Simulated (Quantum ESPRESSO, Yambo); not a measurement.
# A GW chain in Yambo: AlN (F-43m), part 2 of 3

How does a plane-wave GW calculation on AlN (F-43m) run from the first input to the gap?

Quantum ESPRESSO 7.5 and Yambo 5.3.0; PBE and many-body steps on it, plane waves. Known limits of the many-body steps: not at the basis limit.

So far. Step 2 (Ground state): The gap is indirect, with the least direct gap 0.87 eV higher. Step 3 (Bands along the symmetry lines): The gap is 3.325 eV, as in the run before at this level.

## 4. Empty states on the mesh, 6×6×6 mesh, 137 bands

Level of this step: DFT, PBE, plane waves, norm-conserving pseudopotentials (Quantum ESPRESSO).

The sums over transitions need many empty states on a uniform mesh; this step solves for them.

pw.in reads:

```
&control
  calculation = 'nscf'
  prefix = 'x'
  outdir = 'o'
  pseudo_dir = 'pseudo'
/
&system
  ibrav = 0
  nat = 2
  ntyp = 2
  ecutwfc = 72.0
  nbnd = 137
  force_symmorphic = .true.
/
&electrons
  conv_thr = 1e-9
  electron_maxstep = 80
  diago_full_acc = .true.
  diago_thr_init = 5e-6
/
ATOMIC_SPECIES
  Al 26.982 Al.upf
  N 14.007 N.upf
CELL_PARAMETERS angstrom
  -0.0000000000 2.1839935596 2.1839935596
  2.1839935596 -0.0000000000 2.1839935596
  2.1839935596 2.1839935596 -0.0000000000
ATOMIC_POSITIONS crystal
  Al 0.0000000000 0.0000000000 0.0000000000
  N 0.7500000000 0.7500000000 0.7500000000
K_POINTS automatic
  6 6 6 0 0 0
```

Command:

```bash
> OMP_NUM_THREADS=1 mpirun -n 8 pw.x -nk 4 -in pw.in > pw.out
```

Output:

```text
[banner, memory and clock lines left out]
Program PWSCF v.7.5 starts

     Atomic positions and unit cell read from directory:
     o/x.save/

     Message from routine setup:
     using ibrav=0 with symmetry is DISCOURAGED, use correct ibrav instead

     bravais-lattice index     =            0
     lattice parameter (alat)  =       5.8367  a.u.
     unit-cell volume          =     140.5985 (a.u.)^3
     number of atoms/cell      =            2
     number of atomic types    =            2
     number of electrons       =         8.00
     number of Kohn-Sham states=          137
     kinetic-energy cutoff     =      72.0000  Ry
     charge density cutoff     =     288.0000  Ry
     Exchange-correlation= PBE
                           (   1   4   3   4   0   0   0)

     celldm(1)=   5.836671  celldm(2)=   0.000000  celldm(3)=   0.000000
     celldm(4)=   0.000000  celldm(5)=   0.000000  celldm(6)=   0.000000

     crystal axes: (cart. coord. in units of alat)
               a(1) = (  -0.000000   0.707107   0.707107 )
               a(2) = (   0.707107  -0.000000   0.707107 )
               a(3) = (   0.707107   0.707107  -0.000000 )

     reciprocal axes: (cart. coord. in units 2 pi/alat)
               b(1) = ( -0.707107  0.707107  0.707107 )
               b(2) = (  0.707107 -0.707107  0.707107 )
               b(3) = (  0.707107  0.707107 -0.707107 )
     Pseudo is Norm-conserving + core correction, Zval =  3.0
     Generated using ONCVPSP code by D. R. Hamann
     Using radial grid of 1876 points,  6 beta functions with:
     Pseudo is Norm-conserving + core correction, Zval =  5.0
     Generated using ONCVPSP code by D. R. Hamann
     Using radial grid of 1058 points,  4 beta functions with:
     Al                3.00    26.98200     Al( 1.00)
     N                 5.00    14.00700     N ( 1.00)

     24 Sym. Ops. (no inversion) found

   Cartesian axes

     site n.     atom                  positions (alat units)
         1        Al     tau(   1) = (   0.0000000   0.0000000   0.0000000  )
         2        N      tau(   2) = (   1.0606602   1.0606602   1.0606602  )

     number of k points=    16
                       cart. coord. in units 2pi/alat
        k(    1) = (   0.0000000   0.0000000   0.0000000), wk =   0.0092593
        k(    2) = (   0.1178511   0.1178511  -0.1178511), wk =   0.0740741
        k(    3) = (   0.2357023   0.2357023  -0.2357023), wk =   0.0740741
[...]
[... 4 further rows ...]
        k(   15) = (  -0.1178511  -0.3535534   0.5892557), wk =   0.2222222
        k(   16) = (  -0.7071068   0.2357023   0.0000000), wk =   0.1111111

     Dense  grid:    11575 G-vectors     FFT dimensions: (  32,  32,  32)

     The potential is recalculated from file :
     o/x.save/charge-density

     Starting wfcs are    8 randomized atomic wfcs +  129 random wfcs

     Band Structure Calculation

     End of band structure calculation

          k = 0.0000 0.0000 0.0000 (  1459 PWs)   bands (ev):

    -8.0106   6.9565   6.9565   6.9565  11.1486  19.5460  19.5460  19.5460
    24.7019  24.7019  26.0437  26.0437  26.0437  28.1059  33.0105  41.4952
    41.4952  41.4952  51.7409  51.7409  51.7409  53.4070  53.4070  57.3821
[...]
[... 6 further rows ...]
[...]
183.4518

          k = 0.1179 0.1179-0.1179 (  1432 PWs)   bands (ev):

[...]
[... 6 further rows ...]
[...]
188.9542

          k = 0.2357 0.2357-0.2357 (  1441 PWs)   bands (ev):

[...]
123.8230 125.4479 126.5484 126.5484 130.2660 130.2660 132.8234 135.6875
     [... 6 further rows ...]
   182.9314 183.3522 183.3522 183.5931 183.9710 183.9710 186.3226 186.9665
   188.7147

          k =-0.3536-0.3536 0.3536 (  1458 PWs)   bands (ev):

     [... further k-points ...]

     highest occupied, lowest unoccupied level (ev):     6.9565   10.2814

     XML data file, pseudopotentials, collected wavefunctions
```

It took 4.6 s on 8 MPI ranks of Arm Neoverse V1, shared host; peak memory 0.42 GiB.

Numbers from this step:

```
gap                                                           : 3.325 eV
k of the valence top                                          : 0, 0, 0
k of the conduction bottom                                    : 0, -0.5, -0.5
least direct gap                                              : 4.192 eV
k points computed                                             : 16
lowest point of the top converged band, above the valence top : 176.4953 eV
```

On this mesh the gap is 3.325 eV.

## 5. Conversion and set-up

This step: Yambo 5.3.0; conversion and set-up on PBE, plane waves, norm-conserving pseudopotentials.

The states are converted to the many-body program's format and the q mesh is built.

Command:

```bash
> (cd o/x.save; p2y > p2y.log; mv SAVE ../..); yambo > setup.log
```

Output:

```text
 Yambo, version 5.3.0

 [02] CORE Variables Setup
 =========================

  [02.01] Unit cells
  ==================

  Cell kind             :  FCC
  Atoms in the cell     :  Al  N
  number of Al atoms    :  1
  number of N  atoms    :  1

  List of atomic masses
  Mass of Al    :  26.98200
  Mass of N     :  14.00700

  List of atomic coordinates    : [cc]
  Al1       :  0.000000  0.000000  0.000000  order 1
  N1       :  6.190725  6.190725  6.190725  order 2

  Alat factors          :  4.127150  4.127150  4.127150 [a.u.]
  Direct lattice volume :  140.5985 [a.u.]
  Direct lattice vectors:  A[ 1 ]  A[ 2 ]  A[ 3 ]
   A[ 1 ]: -0.000000  1.000000  1.000000  [iru]
  -0.000000  4.127150  4.127150  [cc]
   A[ 2 ]:  1.000000 -0.000000  1.000000  [iru]
   4.127150 -0.000000  4.127150  [cc]
   A[ 3 ]:  1.000000  1.000000 -0.000000  [iru]
   4.127150  4.127150 -0.000000  [cc]

  Recip. lattice volume :  1.764245 [a.u.]
  Recip. lattice vectors:  B[ 1 ]  B[ 2 ]  B[ 3 ]
   B[ 1 ]: -0.500000  0.500000  0.500000  [iku]
  -0.761202  0.761202  0.761202  [cc]
   B[ 2 ]:  0.500000 -0.500000  0.500000  [iku]
   0.761202 -0.761202  0.761202  [cc]
   B[ 3 ]:  0.500000  0.500000 -0.500000  [iku]
   0.761202  0.761202 -0.761202  [cc]

  [02.02] Symmetries
  ==================

  Inversion symmetry    : yes
  Spatial inversion     : no
  Inversion index       :  25
  K-space Time-reversal : yes
  Magnetic symmetries   : no
  Time-reversal derived K-space symmetries:   25   48
  Group table correct   : yes
  Symmetries units      :  [cc]

   [S  1]:   1.0000     -0.16624E-17 -0.16624E-17 -0.16624E-17   1.0000      0.16624E-17  0.16624E-17  0.16624E-17   1.0000
   [S  2]:  -1.0000      0.16624E-17 -0.16624E-17  0.16624E-17  -1.0000      0.16624E-17 -0.16624E-17 -0.16624E-17   1.0000
   [S  3]:  -1.0000     -0.16624E-17  0.16624E-17  0.16624E-17   1.0000     -0.16624E-17 -0.16624E-17  0.16624E-17  -1.0000
[...]
[S  9]: -0.16624E-17   1.0000     -0.16624E-17  0.16624E-17 -0.16624E-17   1.0000       1.0000      0.16624E-17  0.16624E-17
   [S 10]: -0.16624E-17  -1.0000      0.16624E-17  0.16624E-17  0.16624E-17  -1.0000       1.0000     -0.16624E-17 -0.16624E-17
     [... 36 further rows ...]
   [S*47]:   1.0000     -0.16624E-17  0.16624E-17 -0.16624E-17  0.16624E-17  -1.0000      0.16624E-17   1.0000     -0.16624E-17
   [S*48]:   1.0000      0.16624E-17 -0.16624E-17 -0.16624E-17 -0.16624E-17   1.0000      0.16624E-17  -1.0000      0.16624E-17

  [02.03] Reciprocal space
  ========================

  nG shells         :  167
  nG charge         :  11575
  nG WFs            :  1944
  nC WFs            :  1464
  G-vecs. in first 16 shells:  [ Number ]
     1    9   15   27   51   59   65   89  113
   137  169  181  229  259  283  307
  ...
  Shell energy in first 16 shells:  [ mHa ]
[...]
WF components:  1448
  K [16]         [rlu]:  0.166667 -0.500000 -0.333333
         WF components:  1458

  [02.05] Energies & Occupations
  ==============================

  [X] === General ===
  [X] Electronic Temperature                        :  0.000000  0.000000 [eV K]
  [X] Bosonic    Temperature                        :  0.000000  0.000000 [eV K]
  [X] Finite Temperature mode                       : no
  [X] El. density                                   :  0.38398E+24 [cm-3]
  [X] Fermi Level                                   :  6.956541 [eV]

  [X] === Gaps and Widths ===
  [X] Conduction Band Min                           :  3.324859 [eV]
  [X] Valence Band Max                              :  0.000000 [eV]
  [X] Filled Bands                                  :   4
  [X] Empty Bands                                   :    5  137
  [X] Direct Gap                                    :  4.192097 [eV]
  [X] Direct Gap localized at k                     :  1
  [X] Indirect Gap                                  :  3.324859 [eV]
  [X] Indirect Gap between kpts                     :   1  13
  [X] Last valence band width                       :  2.503466 [eV]
  [X] 1st conduction band width                     :  4.659018 [eV]

  E @ K [ 1]:  [eV]
   -14.967     -0.15611E-09 -0.14578E-09   0.0000       4.1921       12.589       12.589       12.589
  occ @ K [ 1]
   2.000000  2.000000  2.000000  2.000000  0.000000  0.000000  0.000000  0.000000
  E @ K [ 2]:  [eV]
  -14.56954  -1.85037  -0.13204  -0.13204   5.61104  11.66674  12.74948  12.74948
  occ @ K [ 2]
[...]
E @ K [ 3]:  [eV]
[...]
occ @ K [ 3]
[...]
E @ K [ 8]:  [eV]
[...]
occ @ K [ 8]
[...]
E @ K [ 9]:  [eV]
[...]
occ @ K [ 9]
[...]
E @ K [10]:  [eV]
[...]
occ @ K [10]
[...]
E @ K [11]:  [eV]
[...]
occ @ K [11]
[...]
E @ K [12]:  [eV]
[...]
occ @ K [12]
[...]
E @ K [13]:  [eV]
[...]
occ @ K [13]
[...]
E @ K [14]:  [eV]
[...]
occ @ K [14]
[...]
E @ K [15]:  [eV]
[...]
occ @ K [15]
[...]
E @ K [16]:  [eV]
  -12.23963  -4.30827  -2.77838  -2.50347   5.25263  10.34074  12.97930  13.00358
  occ @ K [16]
   2.000000  2.000000  2.000000  2.000000  0.000000  0.000000  0.000000  0.000000

 [03] Transferred momenta grid and indexing
 ==========================================

 IBZ Q-points                                      :  16
 BZ  Q-points                                      :  216

 K/Q-points units:
 rlu = crystal or reduced units; cc = cartesian coordinates; iku = interal k-units

 Q [ 1]         [rlu]:  0.000000  0.000000  0.000000
 Q [ 2]         [rlu]:  0.37242E-17  0.37242E-17  0.16667
 Q [ 3]         [rlu]:  0.74483E-17  0.74483E-17  0.33333
[...]
Q [ 8]         [rlu]:  0.10596E-16  0.16667     -0.33333
 Q [ 9]         [rlu]: -0.74483E-17  0.16667     -0.16667
 Q [10]         [rlu]:  0.22848E-17  0.33333      0.33333
     [... 4 further rows ...]
 Q [15]         [rlu]:  0.166667  0.333333 -0.333333
 Q [16]         [rlu]:  0.166667 -0.500000 -0.333333

  [03.01] X indexes
  =================

   [03.01.01] Sigma indexes
   ========================

 [06] Game Over & Game summary
```

It took 2.3 s on 1 MPI rank; peak memory 0.23 GiB.

(Part 2 of 3 ends here.)

[Paths, hosts, dates, memory and timing lines, banners, echoed tables and standing remarks are left out of the program output.]

[Logs are printed without paths, hosts, clocks, repeated set-up lines and the standing remarks that a program may print on its own settings, such as how far it seeks lower states.]

[Runs of the session that timed out or met a known fault of the program may be left out.]

[Hosts, paths, dates, database ids (printed as entryN), source tags and the programs' standing remarks are cut or masked in the printed files.]
